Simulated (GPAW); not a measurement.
# Ge (Fd-3m) in GPAW: further runs

One crystal, Ge, is run at these levels: PBE, LDA; tasks: eps q.

Everything below comes from runs of GPAW 26.7.0. Logs are shortened: lines on timing, memory, paths and dates and some standing lists are left out, and cuts for length are marked. The log counts tension as positive stress, the text compression.

**1. Starting point**

Symmetry: Fd-3m, No. 227, cubic system. Conventional cell: a = 5.658 Å, b = 5.658 Å, c = 5.658 Å, α = 90.00°, β = 90.00°, γ = 90.00°. Ge (site symmetry -43m) is surrounded by 4 Ge at 2.45 Å.

**2. Eps q, PBE**

File run.py:

```python
import numpy as np
from ase.dft.bandgap import bandgap
from ase.io import write
from ase.spacegroup import crystal
from gpaw import GPAW, PW
from gpaw.response.df import DielectricFunction

# Ge 8a
atoms = crystal(['Ge'],
                basis=[[0.25, 0.25, 0.25]],
                spacegroup=227, setting=1,  # Fd-3m
                cellpar=[5.65782, 5.65782, 5.65782, 90.0, 90.0, 90.0],
                primitive_cell=True)

calc = GPAW(mode=PW(400),
            xc='PBE',
            kpts={'size': (7, 7, 7), 'gamma': True},
            occupations={'name': 'fermi-dirac', 'width': 0.05},
            nbands=11,
            convergence={'density': 1e-06},
            maxiter=80,
            txt='gpaw.txt')
atoms.calc = calc
energy = atoms.get_potential_energy()
calc.write('gs.gpw')
write('result.traj', atoms)
print(f'Energy: {energy:.6f} eV')
print('Fermi level:', round(calc.get_fermi_level(), 4), 'eV')
print(f'Gap: {bandgap(calc)[0]:.4f} eV, direct: {bandgap(calc, direct=True)[0]:.4f} eV')

dense = calc.fixed_density(kpts={'size': (4, 4, 4), 'gamma': True},
                           nbands=20, convergence={'bands': 14},
                           update_fermi_level=True, txt='dense.txt')
dense.write('dense.gpw', mode='all')

df = DielectricFunction('dense.gpw', frequencies=np.array([0.0]), hilbert=False, eta=0.001,
                        ecut=80, nbands=14, txt='df.txt')
for q_c in [[0.25, 0.25, 0.25], [0.5, 0.5, 0.5], [0.75, 0.75, 0.75], [0.25, 0.25, 0.0], [0.5, 0.5, 0.0], [0.75, 0.75, 0.0]]:
    e0, e = df.get_dielectric_function(xc='RPA', q_c=q_c, filename=None)
    q = np.linalg.norm(2 * np.pi * np.array(q_c) @ atoms.cell.reciprocal())
    print(q_c, f'|q| = {q:.4f} 1/A: eps {e0[0].real:.4f} without, {e[0].real:.4f} with local fields')
```

Potentials or basis: GPAW PAW data sets (gpaw-data 1.2.1), pw.

Run with:

```sh
$ OMP_NUM_THREADS=1 python run.py
```

gpaw.txt:

```text
__  _  _
 | _ |_)|_||  |
 |__||  | ||/\| - 26.7.0

Input parameters:
  mode=PW(ecut=400.0),
  convergence={'density': 1e-06},
  kpts=MonkhorstPack(size=(7, 7, 7), gamma=True),
  maxiter=80,
  nbands=11,
  occupations=Occupations(name='fermi-dirac', width=0.05),
  xc=XC(name='PBE')

Diagonalizing LCAO Hamiltonian
Converting LCAO to pw mode

           Ge

       Ge

Atoms  # Å, Bohr magnetons
|   | symbol |        x |        y |        z |    initial magnetic moments |
|---|--------|----------|----------|----------|-----------------------------|
| 0 |     Ge | 1.414455 | 1.414455 | 1.414455 | ( 0.0000,  0.0000,  0.0000) |
| 1 |     Ge | 0.000000 | 0.000000 | 0.000000 | ( 0.0000,  0.0000,  0.0000) |

Unit cell  # Å
| periodic |        x |        y |        z |  lengths |    angles |
|----------|----------|----------|----------|----------|-----------|
|      yes | 0.000000 | 2.828910 | 2.828910 | 4.000683 | 60.000000 |
|      yes | 2.828910 | 0.000000 | 2.828910 | 4.000683 | 60.000000 |
|      yes | 2.828910 | 2.828910 | 0.000000 | 4.000683 | 60.000000 |

Number of symmetries: 24
Symmetry operations  # r_c * U_cc + t_c -> r_c
|    | kind |            matrix            |
|----|------|------------------------------|
|  0 |  E   |  1, 0, 0,  0, 1, 0,  0, 0, 1 |
|  1 |  σ   |  1, 0, 0,  0, 0, 1,  0, 1, 0 |
|  2 |  σ   |  1, 0,-1,  0, 1,-1,  0, 0,-1 |
|  3 |  C3  |  1, 0,-1,  0, 0,-1,  0, 1,-1 |
|  4 |  C3  |  1,-1, 0,  0,-1, 1,  0,-1, 0 |
|  5 |  σ   |  1,-1, 0,  0,-1, 0,  0,-1, 1 |
|  6 |  σ   |  0, 1, 0,  1, 0, 0,  0, 0, 1 |
|  7 |  C3  |  0, 1, 0,  0, 0, 1,  1, 0, 0 |
|  8 |  C2  |  0, 1,-1,  1, 0,-1,  0, 0,-1 |
|  9 |  S4  |  0, 1,-1,  0, 0,-1,  1, 0,-1 |
| 10 |  C3  |  0, 0, 1,  1, 0, 0,  0, 1, 0 |
| 11 |  σ   |  0, 0, 1,  0, 1, 0,  1, 0, 0 |
| 12 |  S4  |  0, 0,-1,  1, 0,-1,  0, 1,-1 |
| 13 |  C3  |  0, 0,-1,  0, 1,-1,  1, 0,-1 |
| 14 |  S4  |  0,-1, 1,  1,-1, 0,  0,-1, 0 |
| 15 |  C2  |  0,-1, 1,  0,-1, 0,  1,-1, 0 |
| 16 |  C3  |  0,-1, 0,  1,-1, 0,  0,-1, 1 |
| 17 |  S4  |  0,-1, 0,  0,-1, 1,  1,-1, 0 |
| 18 |  S4  | -1, 1, 0, -1, 0, 1, -1, 0, 0 |
| 19 |  C3  | -1, 1, 0, -1, 0, 0, -1, 0, 1 |
| 20 |  C3  | -1, 0, 1, -1, 1, 0, -1, 0, 0 |
| 21 |  S4  | -1, 0, 1, -1, 0, 0, -1, 1, 0 |
| 22 |  σ   | -1, 0, 0, -1, 1, 0, -1, 0, 1 |
| 23 |  C2  | -1, 0, 0, -1, 0, 1, -1, 1, 0 |

BZ-sampling:
  Number of BZ points: 343
  Number of IBZ points: 20

  Monkhorst-Pack size: [7, 7, 7]
  Monkhorst-Pack shift: [0, 0, 0]

K-points  # in reciprocal-cell coordinates
|     |                                coordinates |     weight |
|-----|--------------------------------------------|------------|
|   0 | (  0.00000000,   0.00000000,   0.00000000) | 0.00291545 |
|   1 | (  0.14285714,   0.14285714,   0.00000000) | 0.01749271 |
|   2 | (  0.14285714,   0.14285714,   0.14285714) | 0.02332362 |
|   3 | (  0.28571429,   0.14285714,   0.14285714) | 0.03498542 |
|   4 | (  0.28571429,   0.28571429,   0.00000000) | 0.01749271 |
|   5 | (  0.28571429,   0.28571429,   0.14285714) | 0.06997085 |
|   6 | (  0.28571429,   0.28571429,   0.28571429) | 0.02332362 |
|   7 | (  0.42857143,  -0.28571429,  -0.28571429) | 0.03498542 |
|   8 | (  0.42857143,   0.28571429,  -0.42857143) | 0.13994169 |
|   9 | (  0.42857143,   0.28571429,  -0.28571429) | 0.06997085 |
| ... |                                            |            |
|  19 | (  0.42857143,   0.42857143,   0.42857143) | 0.02332362 |

Plane wave coefficients: 869
Cutoff: 400.0 eV

Spin-components: 1 (collinear spins)
Bands:           11
Projectors:      10
Spin-degeneracy: 2
Datatype:        complex128

Density:
  Valence electrons: 8.0
  Components: 1
  Grid points: [20 20 20]
  Charge: 0.0  # |e|

Potential:
  Grid points: [20 20 20]

species:
  Ge:
    name:    Germanium
    Z:       32.0
    valence: 4
    core:    28
    charge:  0.0  # [|e|]
    compensation charges:
      type: gauss
      rc: 0.32  # [Å]
      lmax: 2
    cutoffs:
      filter: 1.77  # [Å]
      core: 3.42  # [Å]
    projectors
    | kind |    occ | energy [eV] | rcut [Å] |
    |------|--------|-------------|----------|
    |   4s |  2.000 |     -11.726 |    1.005 |
    |   4p |  2.000 |      -3.896 |    1.005 |
    |    s |        |      15.485 |    1.005 |
    |    p |        |      23.315 |    1.005 |
    |    d |        |       0.000 |    1.005 |

    Using partial waves for Ge as LCAO basis

Reference energy: -114195.275705  # eV

eigensolver:
  PPCG
  Converge bands: occupied
  niter=2

density mixing:
  MSR1-Mixer
  Pratt-step length: 0.05
  Maximum mixing coefficient: 0.75
  Old densities: 10
  SVD Regularization: 0.005
  Good broyden scale: 1.0
  Trust region scale: 1.0
  Backstep threshold: 4.0
  History deletion threshold: 6.0
  Fourier metric: weight=20.0, sigma=0.015

occupation numbers:
  Fermi-Dirac:
    width: 0.0500  # eV

poisson solver:
  ecut: 3200.0  # eV

xc functional:
  name: PBE with 2 nearest neighbor stencil

convergence criteria:
- Maximum integral of absolute [dens]ity change: 1e-06 electrons / valence electron
- Maximum [total energy] change in last 3 cyles: 0.0005 eV / valence electron
- Maximum integral of absolute [eigenst]ate change: 4e-08 eV^2 / valence electron
maximum number of iterations: 80

SCF iterations
|iter     | |      energy | eigst |  dens |
|---------|-|-------------|-------|-------|
|iter:   1| |   -9.013423 | -0.47 |       |
|iter:   2| |   -9.010610 | -2.71 | -0.91 |
|iter:   3| |   -8.979099 | -2.69 | -0.93 |
|iter:   4| |   -8.979112 | -3.59 | -1.53 |
|iter:   5| |   -8.979207c| -5.25 | -2.49 |
|iter:   6| |   -8.979214c| -6.80 | -3.16 |
|iter:   7| |   -8.979215c| -7.95c| -3.77 |
|iter:   8| |   -8.979215c| -8.48c| -5.08 |
|iter:   9| |   -8.979215c| -9.24c| -5.59 |
|iter:  10| |   -8.979215c|-10.13c| -6.72c|

Converged in 10 steps
Energy contributions relative to reference atoms: (reference = -114195.275705)

Energy contributions:
  Kinetic:          26.197203
  Coulomb:         -23.354143
  Zero:              0.006677
  External:          0.000000
  Xc:              -11.828480
  Entropy:          -0.000944
  Spinorbit:         0.000000
  ----------------------------
  Free energy:      -8.979686
  Extrapolated:     -8.979215

dipole moment: (-21.699525, -21.699525, -21.699525)  # |e|*Ang

Fermi level: 6.050
Eigenvalues  # (at kpt = [0.000, 0.000, 0.000])
| band index |      eig [eV] | occ [0-2] |
|------------|---------------|-----------|
|          0 |        -6.775 |     2.000 |
|          1 |         5.982 |     1.591 |
|          2 |         5.982 |     1.591 |
|          3 |         5.982 |     1.591 |
|          4 |         6.073 |     0.774 |
|          5 |         8.540 |     0.000 |
|          6 |         8.540 |     0.000 |
|          7 |         8.540 |     0.000 |
|          8 |        12.431 |     0.000 |
|          9 |        15.368 |     0.000 |
|         10 |        15.368 |     0.000 |

Gap: 0.091 eV
Transition (v -> c):
  (s=0, k=0, n=3, [0.00, 0.00, 0.00]) -> (s=0, k=0, n=4, [0.00, 0.00, 0.00])
No difference between direct/indirect transitions
# Writing to gs.gpw (mode='')
```

Run time: 7.8 s. Hardware: 1 thread of Arm Neoverse V1, shared host; peak memory 0.18 GiB.

The run converged, but some of its settings lie outside the range that counts as converged, so its numbers aren't taken as properties of the crystal.

What came out:

```
Free energy            : -8.9797 eV
Band gap on the k mesh : 0.09 eV, direct
```

Caveat: the k mesh is coarse (spacing up to 0.48 Å⁻¹), so the values aren't converged.

**3. Eps q, LDA**

File run.py:

```python
import numpy as np
from ase.dft.bandgap import bandgap
from ase.io import read, write
from gpaw import GPAW, PW
from gpaw.response.df import DielectricFunction

atoms = read('POSCAR')

calc = GPAW(mode=PW(400),
            xc='LDA',
            kpts={'size': (7, 7, 7), 'gamma': True},
            occupations={'name': 'fermi-dirac', 'width': 0.05},
            nbands=11,
            convergence={'density': 1e-06},
            maxiter=60,
            txt='gpaw.txt')
atoms.calc = calc
energy = atoms.get_potential_energy()
calc.write('gs.gpw')
write('result.traj', atoms)
print(f'Energy: {energy:.6f} eV')
print('Fermi level:', round(calc.get_fermi_level(), 4), 'eV')
print(f'Gap: {bandgap(calc)[0]:.4f} eV, direct: {bandgap(calc, direct=True)[0]:.4f} eV')

dense = calc.fixed_density(kpts={'size': (4, 4, 4), 'gamma': True},
                           nbands=50, convergence={'bands': 44},
                           update_fermi_level=True, txt='dense.txt')
dense.write('dense.gpw', mode='all')

df = DielectricFunction('dense.gpw', frequencies=np.array([0.0]), hilbert=False, eta=0.001,
                        ecut=60, nbands=44, txt='df.txt')
for q_c in [[0.25, 0.0, 0.0], [0.5, 0.0, 0.0], [0.75, 0.0, 0.0], [0.25, 0.25, 0.0], [0.5, 0.5, 0.0], [0.75, 0.75, 0.0]]:
    e0, e = df.get_dielectric_function(xc='RPA', q_c=q_c, filename=None)
    q = np.linalg.norm(2 * np.pi * np.array(q_c) @ atoms.cell.reciprocal())
    print(q_c, f'|q| = {q:.4f} 1/A: eps {e0[0].real:.4f} without, {e[0].real:.4f} with local fields')
```

File POSCAR:

```
Ge
1.0
    0.0000000000      2.8289100000      2.8289100000
    2.8289100000      0.0000000000      2.8289100000
    2.8289100000      2.8289100000      0.0000000000
Ge
2
Direct
    0.7500000000      0.7500000000      0.7500000000
    0.5000000000      0.5000000000      0.5000000000
```

Potentials or basis: the program's PAW data sets (release 1.2.1) made for this functional, pw.

Run with:

```sh
$ OMP_NUM_THREADS=1 python run.py
```

gpaw.txt:

```text
__  _  _
 | _ |_)|_||  |
 |__||  | ||/\| - 26.7.0

Input parameters:
  mode=PW(ecut=400.0),
  convergence={'density': 1e-06},
  kpts=MonkhorstPack(size=(7, 7, 7), gamma=True),
  maxiter=60,
  nbands=11,
  occupations=Occupations(name='fermi-dirac', width=0.05),
  xc=XC(name='LDA')

Diagonalizing LCAO Hamiltonian
Converting LCAO to pw mode

           Ge

       Ge

Atoms  # Å, Bohr magnetons
|   | symbol |        x |        y |        z |    initial magnetic moments |
|---|--------|----------|----------|----------|-----------------------------|
| 0 |     Ge | 4.243365 | 4.243365 | 4.243365 | ( 0.0000,  0.0000,  0.0000) |
| 1 |     Ge | 2.828910 | 2.828910 | 2.828910 | ( 0.0000,  0.0000,  0.0000) |

Unit cell  # Å
| periodic |        x |        y |        z |  lengths |    angles |
|----------|----------|----------|----------|----------|-----------|
|      yes | 0.000000 | 2.828910 | 2.828910 | 4.000683 | 60.000000 |
|      yes | 2.828910 | 0.000000 | 2.828910 | 4.000683 | 60.000000 |
|      yes | 2.828910 | 2.828910 | 0.000000 | 4.000683 | 60.000000 |

Number of symmetries: 24
Symmetry operations  # r_c * U_cc + t_c -> r_c
|    | kind |            matrix            |
|----|------|------------------------------|
|  0 |  E   |  1, 0, 0,  0, 1, 0,  0, 0, 1 |
|  1 |  σ   |  1, 0, 0,  0, 0, 1,  0, 1, 0 |
|  2 |  σ   |  1, 0,-1,  0, 1,-1,  0, 0,-1 |
|  3 |  C3  |  1, 0,-1,  0, 0,-1,  0, 1,-1 |
|  4 |  C3  |  1,-1, 0,  0,-1, 1,  0,-1, 0 |
|  5 |  σ   |  1,-1, 0,  0,-1, 0,  0,-1, 1 |
|  6 |  σ   |  0, 1, 0,  1, 0, 0,  0, 0, 1 |
|  7 |  C3  |  0, 1, 0,  0, 0, 1,  1, 0, 0 |
|  8 |  C2  |  0, 1,-1,  1, 0,-1,  0, 0,-1 |
|  9 |  S4  |  0, 1,-1,  0, 0,-1,  1, 0,-1 |
| 10 |  C3  |  0, 0, 1,  1, 0, 0,  0, 1, 0 |
| 11 |  σ   |  0, 0, 1,  0, 1, 0,  1, 0, 0 |
| 12 |  S4  |  0, 0,-1,  1, 0,-1,  0, 1,-1 |
| 13 |  C3  |  0, 0,-1,  0, 1,-1,  1, 0,-1 |
| 14 |  S4  |  0,-1, 1,  1,-1, 0,  0,-1, 0 |
| 15 |  C2  |  0,-1, 1,  0,-1, 0,  1,-1, 0 |
| 16 |  C3  |  0,-1, 0,  1,-1, 0,  0,-1, 1 |
| 17 |  S4  |  0,-1, 0,  0,-1, 1,  1,-1, 0 |
| 18 |  S4  | -1, 1, 0, -1, 0, 1, -1, 0, 0 |
| 19 |  C3  | -1, 1, 0, -1, 0, 0, -1, 0, 1 |
| 20 |  C3  | -1, 0, 1, -1, 1, 0, -1, 0, 0 |
| 21 |  S4  | -1, 0, 1, -1, 0, 0, -1, 1, 0 |
| 22 |  σ   | -1, 0, 0, -1, 1, 0, -1, 0, 1 |
| 23 |  C2  | -1, 0, 0, -1, 0, 1, -1, 1, 0 |

BZ-sampling:
  Number of BZ points: 343
  Number of IBZ points: 20

  Monkhorst-Pack size: [7, 7, 7]
  Monkhorst-Pack shift: [0, 0, 0]

K-points  # in reciprocal-cell coordinates
|     |                                coordinates |     weight |
|-----|--------------------------------------------|------------|
|   0 | (  0.00000000,   0.00000000,   0.00000000) | 0.00291545 |
|   1 | (  0.14285714,   0.14285714,   0.00000000) | 0.01749271 |
|   2 | (  0.14285714,   0.14285714,   0.14285714) | 0.02332362 |
|   3 | (  0.28571429,   0.14285714,   0.14285714) | 0.03498542 |
|   4 | (  0.28571429,   0.28571429,   0.00000000) | 0.01749271 |
|   5 | (  0.28571429,   0.28571429,   0.14285714) | 0.06997085 |
|   6 | (  0.28571429,   0.28571429,   0.28571429) | 0.02332362 |
|   7 | (  0.42857143,  -0.28571429,  -0.28571429) | 0.03498542 |
|   8 | (  0.42857143,   0.28571429,  -0.42857143) | 0.13994169 |
|   9 | (  0.42857143,   0.28571429,  -0.28571429) | 0.06997085 |
| ... |                                            |            |
|  19 | (  0.42857143,   0.42857143,   0.42857143) | 0.02332362 |

Plane wave coefficients: 869
Cutoff: 400.0 eV

Spin-components: 1 (collinear spins)
Bands:           11
Projectors:      10
Spin-degeneracy: 2
Datatype:        complex128

Density:
  Valence electrons: 8.0
  Components: 1
  Grid points: [20 20 20]
  Charge: 0.0  # |e|

Potential:
  Grid points: [20 20 20]

species:
  Ge:
    name:    Germanium
    Z:       32.0
    valence: 4
    core:    28
    charge:  0.0  # [|e|]
    compensation charges:
      type: gauss
      rc: 0.32  # [Å]
      lmax: 2
    cutoffs:
      filter: 1.77  # [Å]
      core: 3.42  # [Å]
    projectors
    | kind |    occ | energy [eV] | rcut [Å] |
    |------|--------|-------------|----------|
    |   4s |  2.000 |     -11.940 |    1.005 |
    |   4p |  2.000 |      -4.047 |    1.005 |
    |    s |        |      15.272 |    1.005 |
    |    p |        |      23.164 |    1.005 |
    |    d |        |       0.000 |    1.005 |

    Using partial waves for Ge as LCAO basis

Reference energy: -114035.635429  # eV

eigensolver:
  PPCG
  Converge bands: occupied
  niter=2

density mixing:
  MSR1-Mixer
  Pratt-step length: 0.05
  Maximum mixing coefficient: 0.75
  Old densities: 10
  SVD Regularization: 0.005
  Good broyden scale: 1.0
  Trust region scale: 1.0
  Backstep threshold: 4.0
  History deletion threshold: 6.0
  Fourier metric: weight=20.0, sigma=0.015

occupation numbers:
  Fermi-Dirac:
    width: 0.0500  # eV

poisson solver:
  ecut: 3200.0  # eV

xc functional:
  name: None

convergence criteria:
- Maximum integral of absolute [dens]ity change: 1e-06 electrons / valence electron
- Maximum [total energy] change in last 3 cyles: 0.0005 eV / valence electron
- Maximum integral of absolute [eigenst]ate change: 4e-08 eV^2 / valence electron
maximum number of iterations: 60

SCF iterations
|iter     | |      energy | eigst |  dens |
|---------|-|-------------|-------|-------|
|iter:   1| |  -10.466354 | -0.46 |       |
|iter:   2| |  -10.455400 | -2.70 | -0.91 |
|iter:   3| |  -10.364559 | -2.56 | -0.93 |
|iter:   4| |  -10.361260 | -3.57 | -1.57 |
|iter:   5| |  -10.361220c| -5.21 | -2.48 |
|iter:   6| |  -10.361221c| -6.56 | -3.33 |
|iter:   7| |  -10.361221c| -7.85c| -3.78 |
|iter:   8| |  -10.361221c| -8.42c| -5.01 |
|iter:   9| |  -10.361221c| -9.45c| -5.69 |
|iter:  10| |  -10.361221c|-10.04c| -6.30c|

Converged in 10 steps
Energy contributions relative to reference atoms: (reference = -114035.635429)

Energy contributions:
  Kinetic:          26.108468
  Coulomb:         -23.505879
  Zero:              0.003058
  External:          0.000000
  Xc:              -12.966171
  Entropy:          -0.001396
  Spinorbit:         0.000000
  ----------------------------
  Free energy:     -10.361919
  Extrapolated:    -10.361221

dipole moment: (3.682340, 3.682340, 3.682340)  # |e|*Ang

Fermi level: 5.665
Eigenvalues  # (at kpt = [0.000, 0.000, 0.000])
| band index |      eig [eV] | occ [0-2] |
|------------|---------------|-----------|
|          0 |        -7.131 |     2.000 |
|          1 |         5.545 |     1.833 |
|          2 |         5.672 |     0.926 |
|          3 |         5.672 |     0.926 |
|          4 |         5.672 |     0.926 |
|          5 |         8.211 |     0.000 |
|          6 |         8.211 |     0.000 |
|          7 |         8.211 |     0.000 |
|          8 |        11.896 |     0.000 |
|          9 |        15.143 |     0.000 |
|         10 |        15.144 |     0.000 |

No gap
No difference between direct/indirect transitions
# Writing to gs.gpw (mode='')
```

stdout:

```text
Energy: -10.361221 eV
Fermi level: 5.6651 eV
Gap: 0.0000 eV, direct: 0.0000 eV
[0.25, 0.0, 0.0] |q| = 0.4809 1/A: eps 8.9857 without, 8.0442 with local fields
[0.5, 0.0, 0.0] |q| = 0.9617 1/A: eps 3.8437 without, 3.4554 with local fields
[0.75, 0.0, 0.0] |q| = 1.4426 1/A: eps 2.2904 without, 2.1396 with local fields
[0.25, 0.25, 0.0] |q| = 0.5553 1/A: eps 7.2112 without, 6.5846 with local fields
[0.5, 0.5, 0.0] |q| = 1.1105 1/A: eps 3.2088 without, 2.9724 with local fields
[0.75, 0.75, 0.0] |q| = 1.6658 1/A: eps 2.0317 without, 1.9089 with local fields
```

df.txt:

```text
FrequencyGridDescriptor(from 0.000 to 0.000 eV, 1 points)
FrequencyGridDescriptor(from 0.000 to 0.000 eV, 1 points)

Calculating chi0 body with:
    Ground state adapter containing:
    Number of spins: 1
    Number of kpoints: 64
    Number of irreducible kpoints: 8
    Number of completely occupied states: 1
    Number of partially occupied states: 6

    Linear response parametrization:
    q_c: [0.25, 0.0, 0.0]
    Number of frequency points: 1
    Planewave cutoff: 60.0
    Number of bands: 44
    Number of planewaves: 52
    Broadening (eta): 0.001

Integrating chi0 body.
[... 18 lines left out ...]
    Linear response parametrization:
    q_c: [0.5, 0.0, 0.0]
    Number of frequency points: 1
    Planewave cutoff: 60.0
    Number of bands: 44
    Number of planewaves: 52
    Broadening (eta): 0.001

Integrating chi0 body.

Symmetries of q_c:
    Direct symmetries (Uq -> q): 6
    Indirect symmetries (TUq -> q): 6
In total 12 allowed symmetries.

Integral kind: response function

Finished calculating chi0

[... 3 further blocks of this kind ...]
Calculating chi0 body with:
    Ground state adapter containing:
    Number of spins: 1
    Number of kpoints: 64
    Number of irreducible kpoints: 8
    Number of completely occupied states: 1
    Number of partially occupied states: 6

    Linear response parametrization:
    q_c: [0.75, 0.75, 0.0]
    Number of frequency points: 1
    Planewave cutoff: 60.0
    Number of bands: 44
    Number of planewaves: 52
    Broadening (eta): 0.001

Integrating chi0 body.

Symmetries of q_c:
    Direct symmetries (Uq -> q): 4
    Indirect symmetries (TUq -> q): 4
In total 8 allowed symmetries.

Integral kind: response function

Finished calculating chi0
```

Run time: 11 s. Hardware: 1 thread of Intel Xeon 6975P-C (Granite Rapids), shared host; peak memory 0.19 GiB.

What came out:

```yaml
Free_energy: -10.3619 eV
Band_gap_on_the_k_mesh: none (metal or under the smearing width)
```

Caveat: the k mesh is coarse (spacing up to 0.48 Å⁻¹), so the values aren't converged; this crystal is a semiconductor, whose small gap the functional closes, so the metal is an error of the method.

**4. For comparison**

An earlier run on the cell as given: functional PBE; potentials or basis GPAW PAW data sets (gpaw-data 1.2.1); cutoff 600 eV; basis pw; k mesh 8 × 8 × 8; occupations fermi-dirac, width 0.05 eV; no spin polarisation.

- Pressure: 3.9 GPa
- Band gap on the k mesh: 0.09 eV, direct
